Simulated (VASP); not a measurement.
Write the native input for VASP 6.6.1 that does the following.

* Task: relaxation of cell and atoms
* Functional: r2SCAN
* Potentials or basis: VASP PAW PBE potentials, release 64 (Ti_sv, Pb_d, O)
* Cutoff: 600 eV
* k mesh: 8 × 8 × 8
* Occupations: gaussian, width 0.03 eV
* Spin: no spin polarisation
* Further INCAR settings: ALGO = Normal; EDIFF = 1e-06; IBRION = 2; EDIFFG = -0.01; NSW = 90; ISIF = 3

The structure of TiPbO3 lies in POSCAR:

```
TiPbO3
1.0
    3.8992000000      0.0000000000      0.0000000000
    0.0000000000      3.8992000000      0.0000000000
    0.0000000000      0.0000000000      4.1499000000
Ti Pb O
1 1 3
Direct
    0.5000000000      0.5000000000      0.5382000000
    0.0000000000      0.0000000000      0.0000000000
    0.5000000000      0.5000000000      0.1130000000
    0.5000000000      0.0000000000      0.6150000000
    0.0000000000      0.5000000000      0.6150000000
```

One way to write it, as run:

INCAR

```
  PREC = Accurate
  ENCUT = 600
  EDIFF = 1E-6
  ISMEAR = 0
  SIGMA = 0.03
  LREAL = False
  LASPH = True
  NELM = 80
  ALGO = Normal
  ISIF = 3
  LWAVE = False
  LCHARG = False
  METAGGA = R2SCAN
  LMIXTAU = True
  IBRION = 2
  NSW = 90
  EDIFFG = -0.01
  KPAR = 2
```

KPOINTS

```
Automatic mesh
0
Gamma
  8 8 8
```

Potentials or basis: VASP PAW PBE potentials, release 64 (Ti_sv, Pb_d, O).

Launch:

```sh
$ cat potpaw_PBE.64/Ti_sv/POTCAR potpaw_PBE.64/Pb_d/POTCAR potpaw_PBE.64/O/POTCAR > POTCAR
$ mpirun -np 2 vasp_std > vasp.out
```

Results of the run:

```json
{
  "Relaxed volume": "12.98 Å³/atom",
  "Relaxed cell": "a = 3.871 Å, b = 3.871 Å, c = 4.331 Å, α = 90.00°, β = 90.00°, γ = 90.00°",
  "Space group after relaxing (to 0.05 Å)": "P4mm (No. 99)",
  "Energy gained by relaxing": "2.0 meV/atom",
  "Ionic steps": "40",
  "Pressure after relaxing": "0.0 GPa",
  "Largest force after relaxing": "0.003 eV/Å",
  "Band gap on the k mesh": "2.11 eV, indirect (least direct gap 2.87 eV)"
}
```

Caveat: the PAW data sets were made with another functional, which shifts forces and pressure a little; spin-orbit coupling is left out, which as a rule narrows the gap of such compounds by several tenths of an eV.

Wall time 65 min on 2 MPI ranks on Intel(R) Xeon(R) Platinum 8488C (Sapphire Rapids), on a shared host, peak memory 0.31 GiB a rank.
